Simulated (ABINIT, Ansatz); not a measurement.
Given: the input of a run of Ansatz 0.2.0 on MgSi. Atoms were shifted at random by some hundredths of an Å from the given cell, which wasn't relaxed again for these runs. The cell comes from a database or a generator and needn't be the stable form of this composition.

File input.yaml:

```yaml
crystal:
  lattice:
    - [2.908394, 0.0, 0.0]
    - [0.0, 2.908394, 0.0]
    - [0.0, 0.0, 4.103427]
  atoms:
    - { symbol: Si, position: [0.506468, 0.480443, 0.488103] }
    - { symbol: Mg, position: [-0.00439, 0.00805, 0.003082] }
hamiltonian:
  xc: pbesol
  pseudopotentials: { kind: paw }
kpoints:
  mp_grid: { grid: [9, 9, 7] }
scf:
  occupations: { method: fermi_dirac, width: 0.05 }
output:
  forces: true
  stress: true
  eigenvalues: true
```

Potentials or basis: Ansatz PAW.

Launch:

```sh
$ ansatz run input.yaml --threads 1 --pin off --max-ram 3584MiB --backend cpu --events-out ev --progress --plain --runs-dir out
```

Task: Translate it to ABINIT 10.8.3 (patched build). Potentials or basis there: PseudoDojo NC SR PBEsol v0.4.1 standard, cutoff 1143 eV.

Result: As run (cutoffs and basis follow the program's own potentials, and thresholds, step limits or extra output files can differ):

File run.abi:

```
pp_dirpath "./"
pseudos "Si.upf, Mg.upf"

acell 2.908394 2.908394 4.103427 Angstrom
rprim
     1.0000000000     0.0000000000     0.0000000000
     0.0000000000     1.0000000000     0.0000000000
     0.0000000000     0.0000000000     1.0000000000
ntypat 2
znucl 14 12
natom 2
typat 1 2
xred
     0.5064680000     0.4804430000     0.4881030000
    -0.0043900000     0.0080500000     0.0030820000
chkprim 0
chksymtnons 0
tolsym 1.0e-6

ecut 1142.878222 eV

kptopt 1
ngkpt 9 9 7
nshiftk 1
shiftk 0.0 0.0 0.0

ixc -116133

nband 11
occopt 3
tsmear 0.00183747

nstep 100
tolvrs 1.0e-10

iomode 3
prtwf 0
prtden 0
prteig 0
prtebands 0
```

Potentials or basis: PseudoDojo NC SR PBEsol v0.4.1 standard.

Command:

```sh
$ abinit run.abi > log 2>&1
```

Both were run:

|  | Ansatz | ABINIT |
| --- | --- | --- |
| Pressure | -1.3 GPa | -1.2 GPa |
| Largest force | 0.272 eV/Å | 0.276 eV/Å |
| Energy over the undisturbed cell | 6.7 meV/atom | 6.7 meV/atom |

Ansatz's pressure holds a Pulay term of +0.02 GPa for its cutoff of 420 eV, which the other run lacks.

Ansatz's potentials were made for PBE.

Where Ansatz's input types no cutoff or centring, it takes its own default and a Γ-centred mesh.

Pressure is positive in compression.
